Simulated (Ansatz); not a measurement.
# Ta2Si: how settings move the results

An exercise on one series of results from a longer session: the logs are not shown, and one member is left open.

Program: Ansatz 0.2.0. Level of theory: DFT r2SCAN, scalar-relativistic, plane waves, PAW. These are calculated values, not measurements.

3 further runs of the same task are left out: 3 for a known fault of the program.

### Starting point

Symmetry: I4/mcm, No. 140, tetragonal system. Conventional cell: a = 6.176 Å, b = 6.176 Å, c = 5.047 Å, α = 90.00°, β = 90.00°, γ = 90.00°. Ta (site symmetry m2m) is surrounded by 4 Si at 2.63 Å and 3 Ta at 2.86 to 2.94 Å. Si (site symmetry 422) has 2 Si at 2.52 Å and 8 Ta at 2.63 Å as nearest neighbours.

As a file:

```xyz
6
Lattice="-3.0878 3.0878 2.5236 3.0878 -3.0878 2.5236 3.0878 3.0878 -2.5236" Properties=species:S:1:pos:R:3 pbc="T T T"
Ta    2.0775    1.0103    2.5236
Ta   -1.0103    2.0775    2.5236
Ta    1.0103    2.0775    0.0000
Ta    4.0980    1.0103    0.0000
Si    0.0000    0.0000    1.2618
Si    0.0000    0.0000    3.7855
```

The structure comes from the Materials Project (structure only); it is used as listed.

Set-up of the first run:

Input file input.yaml:

```yaml
crystal:
  lattice:
    - [-3.0877629443, 3.0877629443, 2.5236412193]
    - [3.0877629443, -3.0877629443, 2.5236412193]
    - [3.0877629443, 3.0877629443, -2.5236412193]
  atoms:
    - { symbol: Ta, position: [0.66359321, 0.83640679, 0.5] }
    - { symbol: Ta, position: [0.83640679, 0.33640679, 0.17281358] }
    - { symbol: Ta, position: [0.33640679, 0.16359321, 0.5] }
    - { symbol: Ta, position: [0.16359321, 0.66359321, 0.82718642] }
    - { symbol: Si, position: [0.25, 0.25, 0.0] }
    - { symbol: Si, position: [0.75, 0.75, 0.0] }
basis:
  ecutwfc: 500
kpoints:
  mp_grid: { grid: [6, 6, 6] }
hamiltonian:
  xc: r2scan
scf:
  occupations: { method: gaussian, width: 0.1 }
output:
  forces: true
  stress: true
  eigenvalues: true
```

Run with:

```console
> ansatz run input.yaml --threads 1 --pin off --max-ram 2560MiB --backend cpu --events-out ev --progress --plain --runs-dir out
```

Steps of the session up to this table: A first look at the start; Base run on a denser mesh; Plane-wave cutoff set to 150 eV; Plane-wave cutoff set to 200 eV; Plane-wave cutoff: 250 eV; Plane-wave cutoff set to 300 eV; Plane-wave cutoff set to 350 eV; Plane-wave cutoff set to 380 eV; Plane-wave cutoff: 460 eV; Plane-wave cutoff: 520 eV; Plane-wave cutoff: 600 eV; Plane-wave cutoff: 700 eV; Plane-wave cutoff set to 850 eV.

One of the session's tables, all rows but one given; the rest of the session is left out.

It belongs to the step «What the plane-wave cutoff changes». 

| cutoff (eV) | ΔE (meV/atom) | pressure (GPa) | largest change of a force component (eV/Å) |
| --- | --- | --- | --- |
| 150 | 6138 | -0.27 | 0.182 |
| 200 | 911 | -0.63 | 0.016 |
| 250 | 120 | -0.74 | 0.011 |
| 300 | 24.6 | -0.21 | 0.005 |
| 350 | 10.3 | -0.43 | 0.001 |
| 380 | 6.84 | -0.46 | 0.001 |
| 460 | 3.49 | -0.46 | 0.000 |
| 500 | 2.87 | -0.46 | 0.000 |
| 520 | 2.59 | -0.45 | 0.000 |
| 600 | ? | ? | ? |
| 700 | 0.48 | -0.47 | 0.000 |
| 850 | 0.00 | -0.47 | 0.000 |

**Question.** Estimate the row for cutoff (eV) = 600.

Worked estimate for «ΔE (meV/atom)». A straight line through the neighbours (520, 2.59) and (700, 0.48) gives 2.59 + (0.48 − 2.59) × (600 − 520) / (700 − 520) = 1.65; a parabola fitted to 4 rows on both sides gives 1.44.

**Answer.** ΔE (meV/atom): 1.50; pressure (GPa): -0.45; largest change of a force component (eV/Å): 0.000. In «ΔE (meV/atom)» the line misses by +0.15 and the parabola by -0.06.

Limits of these values: The settings are coarse, so take the values as rough. Warnings in the runs' records: cutoff below recommended.
